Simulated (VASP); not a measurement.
Level of theory: PBEsol GGA, VASP's PBE PAW potentials (set 64) (plane waves; VASP).

Input for VASP

**INCAR**
```
SYSTEM = AlSb
PREC = Accurate
ENCUT = 500
EDIFF = 1E-6
NELM = 100
ALGO = Normal
LREAL = .FALSE.
LASPH = .TRUE.
ISMEAR = 0
SIGMA = 0.05
GGA = PS
LMAXMIX = 4
LWAVE = .FALSE.
LCHARG = .FALSE.
IBRION = 2
ISIF = 3
NSW = 40
EDIFFG = -0.02
PSTRESS = 200
```

### POSCAR
```
AlSb
1
    0.0000000000     2.8597994106     2.8597994106
    2.8597994106     0.0000000000     2.8597994106
    2.8597994106     2.8597994106    -0.0000000000
Al Sb
1 1
Direct
  0.0000000000   0.0000000000   0.0000000000
  0.2500000000   0.2500000000   0.2500000000
```

### KPOINTS
```
K-points
0
G
8 8 8
0 0 0
```

POTCAR, in this order: Al Sb (PBE.64 set). Program: vasp_std.

Output of the run:

OSZICAR:
```
       N       E                     dE             d eps       ncg     rms          rms(c)
DAV:   1     0.166726632986E+02    0.16673E+02   -0.27974E+03   464   0.705E+02
DAV:   2    -0.795622374811E+01   -0.24629E+02   -0.24324E+02   608   0.904E+01
DAV:   3    -0.844633829516E+01   -0.49011E+00   -0.48630E+00   584   0.164E+01
DAV:   4    -0.844930989831E+01   -0.29716E-02   -0.29716E-02   688   0.159E+00
DAV:   5    -0.844931809441E+01   -0.81961E-05   -0.81961E-05   608   0.696E-02    0.424E+00
DAV:   6    -0.831332139962E+01    0.13600E+00   -0.11449E-01   520   0.171E+00    0.269E+00
DAV:   7    -0.825988790930E+01    0.53433E-01   -0.16026E-01   608   0.213E+00    0.540E-01
DAV:   8    -0.825996789337E+01   -0.79984E-04   -0.63793E-03   488   0.566E-01    0.999E-02
DAV:   9    -0.826000468338E+01   -0.36790E-04   -0.25035E-04   704   0.119E-01    0.404E-02
DAV:  10    -0.826000367987E+01    0.10035E-05   -0.71335E-06   648   0.177E-02    0.284E-02
DAV:  11    -0.826000713060E+01   -0.34507E-05   -0.61114E-06   584   0.180E-02    0.723E-03
DAV:  12    -0.826000694326E+01    0.18733E-06   -0.34055E-07   304   0.365E-03
   1 F= -.24207696E+01 E0= -.24207696E+01  d E =-.242077E+01
```

**OUTCAR**
```
------------------------ aborting loop because EDIFF is reached ----------------------------------------
  FORCE on cell =-STRESS in cart. coord.  units (eV):
  Direction    XX          YY          ZZ          XY          YZ          ZX
  --------------------------------------------------------------------------------------
  Total        5.8195317      5.8195317      5.8195317     -0.0000000      0.0000000     -0.0000000
  in kB      199.3250625    199.3250625    199.3250625     -0.0000000      0.0000000     -0.0000000
  external PRESSURE =      -0.6749375 kB  Pullay stress =     200.0000000 kB
  volume of cell :       46.78
      direct lattice vectors                 reciprocal lattice vectors
     0.000000000  2.859799411  2.859799411    -0.174837437  0.174837437  0.174837437
     2.859799411  0.000000000  2.859799411     0.174837437 -0.174837437  0.174837437
     2.859799411  2.859799411  0.000000000     0.174837437  0.174837437 -0.174837437
 POSITION                                       TOTAL-FORCE (eV/Angst)
 -----------------------------------------------------------------------------------
      0.00000      0.00000      0.00000        -0.000000     -0.000000     -0.000000
      1.42990      1.42990      1.42990         0.000000      0.000000      0.000000
 -----------------------------------------------------------------------------------
    total drift:                               -0.000000     -0.000000      0.000000
  FREE ENERGIE OF THE ION-ELECTRON SYSTEM (eV)
  ---------------------------------------------------
  free  energy   TOTEN  =        -8.2600069433 eV

  energy  without entropy=       -8.2600069433  energy(sigma->0) =       -8.26000694
  enthalpy is  TOTEN    =        -2.4207696294 eV   P V=        5.8392373139

 reached required accuracy - stopping structural energy minimisation
```
(Selected blocks of OUTCAR.)

The structure was generated: AlSb was put into the zinc blende type (F-43m), which need not be its known phase. It was relaxed first under an external pressure of 20 GPa.
